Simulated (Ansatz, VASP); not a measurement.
## Pd: VASP beside Ansatz

```
CELL_PARAMETERS angstrom
0.00000 1.97621 1.97621
1.97621 0.00000 1.97621
1.97621 1.97621 0.00000
ATOMIC_POSITIONS crystal
Pd 0.00000 0.00000 0.00000
```

Alike in both runs: task relaxation of cell and atoms; functional PBE; k mesh 18 × 18 × 18; occupations gaussian, width 0.1 eV; no spin polarisation.

|  | VASP | Ansatz |
| --- | --- | --- |
| version | VASP 6.6.1 | Ansatz 0.2.0 |
| potentials or method | VASP PAW PBE potentials, release 64 (Pd) | scalar-relativistic, plane waves, PAW |
| plane-wave cutoff (eV) | 600 | 420 |
| valence electrons in the cell | 10 | 18 |

VASP gave:

| Item | Value |
| --- | --- |
| gap on the k mesh at the Fermi level, each at its own relaxed structure (eV) | none |
| relaxed volume (Å³/atom) | 15.28 |
| relaxed cell length with the largest relative difference (Å) | 2.786 |

Problem. Which values does Ansatz return?

Solution. gap on the k mesh at the Fermi level, each at its own relaxed structure (eV): none; relaxed volume (Å³/atom): 15.32; relaxed cell length with the largest relative difference (Å): 2.788.

A gap of «none» marks a metal or a gap that the smearing closes. The two sets of potentials don't hold the same shells in valence.
